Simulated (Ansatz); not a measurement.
Runs of Ansatz 0.2.0 on Ti. The structure is hexagonal, space group P6_3/mmc (No. 194). The conventional cell has a = 2.950 Å, b = 2.950 Å, c = 4.680 Å, α = 90.00°, β = 90.00°, γ = 120.00°. Ti (site symmetry -6m2) has 12 Ti at 2.89 to 2.95 Å as nearest neighbours. 

| task | level | cell | cutoff (eV) | smearing | pressure (GPa) | relaxed volume (Å³/atom) |
| --- | --- | --- | --- | --- | --- | --- |
| relaxation of cell and atoms | LDA | relaxed | - | fermi-dirac 0.05 eV | 0.0 | 16.10 |
| density of states | PBEsol | as given | 220 | methfessel-paxton 0.2 eV | (a) | - |
| relaxation of cell and atoms | revPBE | relaxed | - | fermi-dirac 0.05 eV | 0.0 | 17.77 |
| relaxation of cell and atoms | revPBE+D3(BJ) | relaxed | - | fermi-dirac 0.05 eV | 0.0 | 16.07 |
| relaxation of cell and atoms | RPBE | relaxed | - | methfessel-paxton 0.2 eV | 0.0 | (b) |

Alike in all rows: potentials or basis all-electron LAPW, scalar-relativistic; no spin polarisation; k mesh 10 × 10 × 6; basis error allowed 0.001 eV/atom.

**Question.** Fill in the values left out.

**Answer.** (a) -5.8; (b) 17.89.

Runs at the PBE level aren't shown here.
